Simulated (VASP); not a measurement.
# Settings for CdS: band structure

CdS, F-43m (no. 216), 2 atoms in the cell. TB-mBJ; PAW potentials Cd, S (PBE set). VASP 6.6.1.

Wanted: band energies at the path's corners within 0.006 eV; gap on the path within 0.003 eV.

What the run is for: bands; Accuracy asked: tight; Route: KPOINTS_OPT.

Band energies at the path's corners: counted from the valence top.

POSCAR:
```
CdS
1.0
    0.0000000000      2.9165000000      2.9165000000
    2.9165000000      0.0000000000      2.9165000000
    2.9165000000      2.9165000000      0.0000000000
Cd S
1 1
Direct
    0.0000000000      0.0000000000      0.0000000000
    0.7500000000      0.7500000000      0.7500000000
```

The series start from Plane-wave cutoff (eV): 320; k-point mesh: 5 × 5 × 5; k points a path segment: 12; Precision mode (PREC): Accurate; Bands in all (NBANDS): 21; Aspherical gradient terms in the spheres (LASPH): yes. Each series keeps the choices made before it, and each single choice may use up half of a tolerance. Times cover all steps of a run.

## Plane-wave cutoff (eV)

| Plane-wave cutoff (eV) | Band energies at the path's corners, largest deviation (eV) | Gap on the path (eV) | Time (s) |
|---|---|---|---|
| 220 | 0.2362 | 2.8187 | 18 |
| 280 | 0.0158 | 2.6582 | 21 |
| 320 | 0.0117 | 2.6511 | 21 |
| 360 | 0.0106 | 2.6450 | 36 |
| 440 | 0.0051 | 2.6419 | 37 |
| 550 (reference) | 0.0000 | 2.6442 | 41 |

Chosen: 550; the next looser run is off by more than half of the tolerance, so convergence isn't shown beyond this value.

## k-point mesh

| k-point mesh | Band energies at the path's corners, largest deviation (eV) | Gap on the path (eV) | Time (s) |
|---|---|---|---|
| 2 × 2 × 2 | 0.3424 | 2.9834 | 34 |
| 3 × 3 × 3 | 0.0597 | 2.7007 | 32 |
| 4 × 4 × 4 | 0.0129 | 2.6539 | 38 |
| 5 × 5 × 5 | 0.0032 | 2.6442 | 41 |
| 7 × 7 × 7 | 0.0003 | 2.6413 | 48 |
| 8 × 8 × 8 | 0.0001 | 2.6410 | 58 |
| 10 × 10 × 10 (reference) | 0.0000 | 2.6410 | 78 |

Chosen: 7 × 7 × 7, the loosest value from which every tighter one stays within half of the tolerance.

## k points a path segment

| k points a path segment | Band energies at the path's corners, largest deviation (eV) | Gap on the path (eV) | Time (s) |
|---|---|---|---|
| 5 | 0.0000 | 2.6413 | 39 |
| 8 | 0.0000 | 2.6413 | 48 |
| 12 | 0.0000 | 2.6413 | 48 |
| 20 | 0.0000 | 2.6413 | 63 |
| 32 (reference) | 0.0000 | 2.6413 | 79 |

Chosen: 5.

## Precision mode (PREC)

| Precision mode (PREC) | Band energies at the path's corners, largest deviation (eV) | Gap on the path (eV) | Time (s) |
|---|---|---|---|
| SingleN | 0.1407 | 2.7522 | 24 |
| Normal | 0.0124 | 2.6505 | 22 |
| Accurate (reference) | 0.0000 | 2.6413 | 39 |

Chosen: Accurate; the one before it in the list is off by more than half of the tolerance.

## Bands in all (NBANDS)

| Bands in all (NBANDS) | Band energies at the path's corners, largest deviation (eV) | Gap on the path (eV) | Time (s) |
|---|---|---|---|
| 11 | 0.0000 | 2.6413 | 29 |
| 12 | 0.0001 | 2.6413 | 29 |
| 13 | 0.0000 | 2.6413 | 28 |
| 15 | 0.0000 | 2.6413 | 33 |
| 21 | 0.0000 | 2.6413 | 39 |
| 31 (reference) | 0.0000 | 2.6413 | 50 |

Chosen: 11.

## Aspherical gradient terms in the spheres (LASPH)

| Aspherical gradient terms in the spheres (LASPH) | Band energies at the path's corners, largest deviation (eV) | Gap on the path (eV) | Time (s) |
|---|---|---|---|
| yes | 0.0000 | 2.6413 | 29 |
| no | 0.0103 | 2.6353 | 21 |

Chosen: yes; no other choice that stays within half of the tolerance saves 30 % of the time.

## All choices together

| Input | Band energies at the path's corners, largest deviation (eV) | Gap on the path (eV) | Time (s) |
|---|---|---|---|
| the program's defaults (naive) | 0.0244 | 2.6640 | 9.7 |
| chosen settings | 0.0003 | 2.6413 | 29 |
| reference settings throughout | 0.0000 | 2.6410 | 146 |

The chosen settings stay within the tolerance of the reference run, but the reference itself isn't shown to be converged in: Plane-wave cutoff (eV).

## The input

INCAR.step1:
```
SYSTEM = CdS
ISMEAR = 0
SIGMA = 0.03
LWAVE = .True.
LCHARG = .False.
NBANDS = 11
PREC = Accurate
LASPH = .True.
LREAL = .False.
ALGO = Normal
EDIFF = 1E-5
NELM = 120
GGA_COMPAT = .False.
ENCUT = 550
EFERMI = MIDGAP
GGA = PE
```

INCAR.step2, as INCAR.step1 but for:
```
- LWAVE = .True.
- EDIFF = 1E-5
- GGA = PE
+ METAGGA = MBJ
+ LWAVE = .False.
+ EDIFF = 1E-6
+ LMIXTAU = .True.
+ ISTART = 1
```

KPOINTS:
```
Automatic mesh
0
Gamma
  7 7 7
  0 0 0
```

KPOINTS_OPT:
```
path GXWKGLUWLK,UX
5
line-mode
reciprocal
 0.0000000000  0.0000000000  0.0000000000  G
 0.5000000000  0.0000000000  0.5000000000  X

 0.5000000000  0.0000000000  0.5000000000  X
 0.5000000000  0.2500000000  0.7500000000  W

 0.5000000000  0.2500000000  0.7500000000  W
 0.3750000000  0.3750000000  0.7500000000  K

 0.3750000000  0.3750000000  0.7500000000  K
 0.0000000000  0.0000000000  0.0000000000  G

 0.0000000000  0.0000000000  0.0000000000  G
 0.5000000000  0.5000000000  0.5000000000  L

 0.5000000000  0.5000000000  0.5000000000  L
 0.6250000000  0.2500000000  0.6250000000  U

 0.6250000000  0.2500000000  0.6250000000  U
 0.5000000000  0.2500000000  0.7500000000  W

 0.5000000000  0.2500000000  0.7500000000  W
 0.5000000000  0.5000000000  0.5000000000  L

 0.5000000000  0.5000000000  0.5000000000  L
 0.3750000000  0.3750000000  0.7500000000  K

 0.6250000000  0.2500000000  0.6250000000  U
 0.5000000000  0.0000000000  0.5000000000  X
```

Commands (each step's output is kept before the next begins):
```
cat potpaw_PBE.64/Cd/POTCAR potpaw_PBE.64/S/POTCAR > POTCAR
cp INCAR.step1 INCAR
mpirun -np 1 vasp_std > vasp.out
cp INCAR.step2 INCAR
mpirun -np 1 vasp_std > vasp.out
```

The chosen input took VASP 6.6.1 29 s on 1 core (Intel Xeon 6975P-C (Granite Rapids)), a shared host.

## An input that fails: tetrahedra on too few k points

VASP's message: IBZKPT: tetrahedron method fails for NKPT<4. NKPT = 1.

k mesh: 5 × 5 × 5 becomes 1 × 1 × 1.

Changes against the starting input:
```
- ISMEAR = 0
- NELM = 120
+ ISMEAR = -5
+ NELM = 77
```
